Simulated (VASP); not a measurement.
# Mg2Si (Fm-3m) in VASP: notebook

One crystal, Mg2Si, is run at these levels: PBEsol; tasks: relaxation of cell and atoms, electrostatic potential.

Everything below comes from runs of VASP 6.6.1. Logs are shortened: lines on timing, memory, paths and dates and some standing lists are left out, and cuts for length are marked.

### 1 The crystal as given

It takes space group Fm-3m (No. 225, cubic). The conventional cell has a = 6.330 Å, b = 6.330 Å, c = 6.330 Å, α = 90.00°, β = 90.00°, γ = 90.00°. Si (site symmetry m-3m) has 8 Mg at 2.74 Å as nearest neighbours. Mg (site symmetry -43m) has 4 Si at 2.74 Å as nearest neighbours.

The cell was built by a generator and needn't be a form met in nature.

### 2 Relaxation of cell and atoms, PBEsol

INCAR reads:

```
PREC = Accurate
ENCUT = 600
EDIFF = 1E-7
ISMEAR = 0
SIGMA = 0.02
LREAL = F
LASPH = T
NELM = 120
ALGO = Normal
ISIF = 3
LWAVE = F
LCHARG = F
GGA = PS
IBRION = 2
NSW = 40
EDIFFG = -0.005
```

KPOINTS reads:

```
Automatic mesh
0
Gamma
  8 8 8
```

POSCAR reads:

```
Mg2Si
1.0
    0.0000000000      3.1650000000      3.1650000000
    3.1650000000      0.0000000000      3.1650000000
    3.1650000000      3.1650000000      0.0000000000
Si Mg
1 2
Direct
    0.0000000000      0.0000000000      0.0000000000
    0.2500000000      0.2500000000      0.2500000000
    0.7500000000      0.7500000000      0.7500000000
```

Potentials or basis: VASP PAW PBE potentials, release 64 (Si, Mg).

Launch:

```sh
$ cat potpaw_PBE.64/Si/POTCAR potpaw_PBE.64/Mg/POTCAR > POTCAR
$ mpirun -np 1 vasp_std > vasp.out
```

OUTCAR:

```text
PREC = Accurate
   ENCUT = 600
   EDIFF = 1E-7
   ISMEAR = 0
   LREAL = F
   LASPH = T
   NELM = 120
   ISIF = 3
   GGA = PS
   IBRION = 2
   NSW = 40
   EDIFFG = -0.005

 ion  position               nearest neighbor table
   1  0.000  0.000  0.000-   3 2.74   3 2.74   3 2.74   2 2.74   3 2.74   2 2.74   2 2.74   2 2.74

   2  0.250  0.250  0.250-   1 2.74   1 2.74   1 2.74   1 2.74   3 3.17   3 3.17   3 3.17   3 3.17
                             3 3.17   3 3.17
   3  0.750  0.750  0.750-   1 2.74   1 2.74   1 2.74   1 2.74   2 3.17   2 3.17   2 3.17   2 3.17
                             2 3.17   2 3.17

  LATTYP: Found a face centered cubic cell.
 ALAT       =     6.3300000000

  Lattice vectors:

 A1 = (   0.0000000000,   3.1650000000,   3.1650000000)
 A2 = (   3.1650000000,   0.0000000000,   3.1650000000)
 A3 = (   3.1650000000,   3.1650000000,   0.0000000000)

Analysis of symmetry for initial positions (statically):
=====================================================================
 Subroutine PRICEL returns:
 Original cell was already a primitive cell.

 Routine SETGRP: Setting up the symmetry group for a
 face centered cubic supercell.

 Subroutine GETGRP returns: Found 48 space group operations
 (whereof 48 operations were pure point group operations)
 out of a pool of 48 trial point group operations.

The static configuration has the point symmetry O_h .

Analysis of symmetry for dynamics (positions and initial velocities):
=====================================================================
 Subroutine PRICEL returns:
 Original cell was already a primitive cell.

 Routine SETGRP: Setting up the symmetry group for a
 face centered cubic supercell.

 Subroutine GETGRP returns: Found 48 space group operations
 (whereof 48 operations were pure point group operations)
 out of a pool of 48 trial point group operations.

The dynamic configuration has the point symmetry O_h .

 Subroutine INISYM returns: Found 48 space group operations
 (whereof 48 operations are pure point group operations),
 and found     1 'primitive' translations

[... 157 lines left out ...]

 VOLUME and BASIS-vectors are now :
 -----------------------------------------------------------------------------
  energy-cutoff  :      600.00
  volume of cell :       63.41
      direct lattice vectors                 reciprocal lattice vectors
     0.000000000  3.165000000  3.165000000    -0.157977883  0.157977883  0.157977883
     3.165000000  0.000000000  3.165000000     0.157977883 -0.157977883  0.157977883
     3.165000000  3.165000000  0.000000000     0.157977883  0.157977883 -0.157977883

 POSITION                                       TOTAL-FORCE (eV/Angst)
 -----------------------------------------------------------------------------------
      0.00000      0.00000      0.00000        -0.000000      0.000000      0.000000
      1.58250      1.58250      1.58250        -0.000000     -0.000000      0.000000
      4.74750      4.74750      4.74750         0.000000      0.000000     -0.000000
 -----------------------------------------------------------------------------------
    total drift:                               -0.000000     -0.000000     -0.000000

  FREE ENERGIE OF THE ION-ELECTRON SYSTEM (eV)
  ---------------------------------------------------
  free  energy   TOTEN  =        -9.6690958690 eV

  energy  without entropy=       -9.6690958185  energy(sigma->0) =       -9.66909584

--------------------------------------- Ionic step        2  -------------------------------------------

 number of electron       8.0000000 magnetization

 Free energy of the ion-electron system (eV)
  ---------------------------------------------------
  ext. energy  EPLUGINS =         0.00000000
  ---------------------------------------------------
  free energy    TOTEN  =        -9.66917160 eV

  energy without entropy =       -9.66917152  energy(sigma->0) =       -9.66917156

 E-fermi :   3.6848     XC(G=0):  -8.9167

 val. band max:        3.6303548248   @ k =   0.0000   0.0000   0.0000
 cond. band min:       3.7392102198   @ k =   0.5000   0.5000   0.0000
 fundamental gap:      0.1088553950
 Fermi energy:         3.6847823965

 k-point     1 :       0.0000    0.0000    0.0000
  band No.  band energies     occupation
      1      -5.5444      2.00000
      2       3.6304      1.99988
      3       3.6304      1.99988
      4       3.6304      1.99988
      5       5.5189      0.00000
      6       6.1896      0.00000
      7       6.1896      0.00000
      8       6.1896      0.00000
[... 243 lines left out ...]
 k-point    24 :      -0.3750    0.2500    0.1250
  band No.  band energies     occupation
      1      -3.8207      2.00000
      2      -0.8018      2.00000
      3       1.1212      2.00000
      4       2.1349      2.00000
      5       5.7450      0.00000
      6       6.0349      0.00000
      7       8.1506      0.00000
      8       8.6881      0.00000

 [... further k-points ...]

------------------------ aborting loop because EDIFF is reached ----------------------------------------

  FORCE on cell =-STRESS in cart. coord.  units (eV):
  Direction    XX          YY          ZZ          XY          YZ          ZX
  --------------------------------------------------------------------------------------
  -------------------------------------------------------------------------------------
  Total        0.0042527      0.0042527      0.0042527      0.0000000      0.0000000     -0.0000000
  in kB        0.1077529      0.1077529      0.1077529      0.0000000      0.0000000     -0.0000000
  external PRESSURE =       0.1077529 kB  Pullay stress =       0.0000000 kB

 VOLUME and BASIS-vectors are now :
 -----------------------------------------------------------------------------
  energy-cutoff  :      600.00
  volume of cell :       63.23
      direct lattice vectors                 reciprocal lattice vectors
    -0.000000000  3.162086378  3.162086378    -0.158123448  0.158123448  0.158123448
     3.162086378 -0.000000000  3.162086378     0.158123448 -0.158123448  0.158123448
     3.162086378  3.162086378  0.000000000     0.158123448  0.158123448 -0.158123448

 POSITION                                       TOTAL-FORCE (eV/Angst)
 -----------------------------------------------------------------------------------
      6.32417      3.16209      3.16209        -0.000000      0.000000      0.000000
      1.58104      1.58104      1.58104        -0.000000      0.000000      0.000000
      4.74313      4.74313      4.74313         0.000000     -0.000000     -0.000000
 -----------------------------------------------------------------------------------
    total drift:                               -0.000000     -0.000000     -0.000000

  FREE ENERGIE OF THE ION-ELECTRON SYSTEM (eV)
  ---------------------------------------------------
  free  energy   TOTEN  =        -9.6691715967 eV

  energy  without entropy=       -9.6691715164  energy(sigma->0) =       -9.66917156

 reached required accuracy - stopping structural energy minimisation
```

CONTCAR:

```text
Mg2Si
   1.00000000000000
    -0.0000000000000000    3.1620863778977135    3.1620863778977135
     3.1620863778977135   -0.0000000000000000    3.1620863778977135
     3.1620863778977135    3.1620863778977135    0.0000000000000000
  Si              Mg
     1     2
Direct
     0.0000000000000000    1.0000000000000000    1.0000000000000000
     0.2500000000000000    0.2500000000000000    0.2500000000000000
     0.7500000000000000    0.7500000000000000    0.7500000000000000

  0.00000000E+00  0.00000000E+00  0.00000000E+00
  0.00000000E+00  0.00000000E+00  0.00000000E+00
  0.00000000E+00  0.00000000E+00  0.00000000E+00
```

It took 12 s on 1 thread of Intel Xeon 6975P-C (Granite Rapids), shared host; peak memory 0.21 GiB.

What came out:

```yaml
Free_energy: -9.6692 eV
Relaxed_volume: 21.08 Å³/atom
Relaxed_cell: a = 4.472 Å, b = 4.472 Å, c = 4.472 Å, α = 60.00°, β = 60.00°, γ = 60.00°
Space_group_after_relaxing_to_0.05_Å: Fm-3m (No. 225)
Energy_gained_by_relaxing: 0.0 meV/atom
Ionic_steps: 2
Pressure_after_relaxing: 0.0 GPa
Band_gap_on_the_k_mesh: 0.11 eV, indirect (least direct gap 1.89 eV)
```

Final structure:
```
CELL_PARAMETERS angstrom
0.00000 3.16209 3.16209
3.16209 0.00000 3.16209
3.16209 3.16209 0.00000
ATOMIC_POSITIONS crystal
Si 0.00000 0.00000 0.00000
Mg 0.25000 0.25000 0.25000
Mg 0.75000 0.75000 0.75000
```

Caveat: the PAW data sets were made with another functional, which shifts forces and pressure a little.

### 3 Electrostatic potential, PBEsol

This run uses another cell than the first one, of 21.08 Å³/atom, 0.997 times its volume.

INCAR reads:

```
SYSTEM = Mg2Si
  ALGO = Normal
  EDIFF = 1E-7
  ENCUT = 520
  GGA = PS
  ISIF = 2
  ISMEAR = 0
  LASPH = .TRUE.
  LCHARG = .TRUE.
  LREAL = .FALSE.
  LVHAR = .TRUE.
  LWAVE = .FALSE.
  NELM = 60
  PREC = Accurate
  SIGMA = 0.02
```

KPOINTS reads:

```
k-points
0
G
  8 8 8
  0 0 0
```

POSCAR reads:

```
Mg2Si                                   
1.0
   -0.0000000000      3.1620863779      3.1620863779
    3.1620863779     -0.0000000000      3.1620863779
    3.1620863779      3.1620863779      0.0000000000
  Si              Mg            
     1     2
Direct
     0.0000000000000000    1.0000000000000000    1.0000000000000000
     0.2500000000000000    0.2500000000000000    0.2500000000000000
     0.7500000000000000    0.7500000000000000    0.7500000000000000
```

Potentials or basis: VASP PAW PBE potentials, release 64 (Si, Mg).

Launch:

```sh
$ cat potpaw_PBE.64/Si/POTCAR potpaw_PBE.64/Mg/POTCAR > POTCAR
$ mpirun -np 1 vasp_std > vasp.out
```

Run time: 8.2 s. Hardware: 1 thread of Intel Xeon 6975P-C (Granite Rapids), shared host; peak memory 0.2 GiB.

Results (log left out):

```yaml
Free_energy: -9.6690 eV
Pressure: 0.0 GPa
Band_gap_on_the_k_mesh: 0.11 eV, indirect (least direct gap 1.89 eV)
```

Levels at points of the mesh, in eV from the valence-band top:
```
           k point  band 1  band 2  band 3  band 4  band 5  band 6  band 7  band 8
(0.00, 0.00, 0.00)   -9.17    0.00    0.00    0.00    1.89    2.56    2.56    2.56
(0.50, 0.00, 0.00)   -7.72   -4.82   -0.71   -0.71    1.29    2.52    2.52    4.94
(0.50, 0.50, 0.00)   -7.15   -4.48   -1.97   -1.97    0.11    0.41    7.95    7.95
```

Caveat: the PAW data sets were made with another functional, which shifts forces and pressure a little.
